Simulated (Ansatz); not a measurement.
Polymorphs of TaN

The calculation used DFT PBE, scalar-relativistic, plane waves, PAW in Ansatz 0.2.0. Settings: cutoff 420 eV, Γ-centred meshes no coarser than 0.19 Å⁻¹ for metals and 0.3 Å⁻¹ for insulators (2π included), Gaussian smearing.

All energies are static (0 K, no zero-point motion). Only the structures computed here compete, so a lower one can exist. For metals, differences of a few meV/atom aren't resolved. Spin–orbit coupling is left out. No run is spin-polarised.

```tsv
#	started from	space group	atoms	V (Å³/atom)	ΔE (meV/atom)	gap on mesh (eV)
1	database cell	P-62m (No. 189)	6	11.5	0	0.00
2	database cell	P-6m2 (No. 187)	2	10.9	31	0.00
3	database cell	P6_3/mmc (No. 194)	4	10.9	247	0.00
4	database cell	Fm-3m (No. 225)	2	10.8	338	0.00
5	database cell	P6_3mc (No. 186)	4	13.1	408	0.00
6	database cell	P6/mmm (No. 191)	6	11.7	448	0.00
```

The lowest structure: Space group P-62m (No. 189), hexagonal, a = 5.226 Å, c = 2.922 Å. Around Ta on Wyckoff site a (1 atom of the primitive cell) lie 3 N at 2.05 Å; Ta on Wyckoff site d (2 atoms of the primitive cell) has 6 N at 2.17 Å; N is coordinated by 5 Ta at 2.05–2.17 Å. Its energy against the elements is -1.16 eV/atom. Energies over the elements count from the lowest elemental structures computed at the same level (N₂ as a molecule), with no empirical corrections.

Space group P-62m (No. 189). a = 5.226 Å, b = 5.226 Å, c = 2.922 Å, α = 90.00°, β = 90.00°, γ = 120.00°
```csv
atom,site,symmetry,x,y,z
Ta,1a,-62m,0.0000,0.0000,0.0000
Ta,2d,-6..,0.3333,0.6667,0.5000
N,3f,m2m,0.3925,0.0000,0.0000
```

The second: Space group P-6m2 (No. 187), hexagonal, a = 2.950 Å, c = 2.898 Å. Around Ta lie 6 N at 2.24 Å; N is coordinated by 6 Ta at 2.24 Å.

(1) Which structure would take over first under pressure, if all were incompressible?

## Answers

(1) Number 2, P-6m2 (No. 187), has the least ΔE/ΔV: 31 meV/atom over 11.52 − 10.92 Å³/atom, about 8.2 GPa. This crude estimate ignores compression.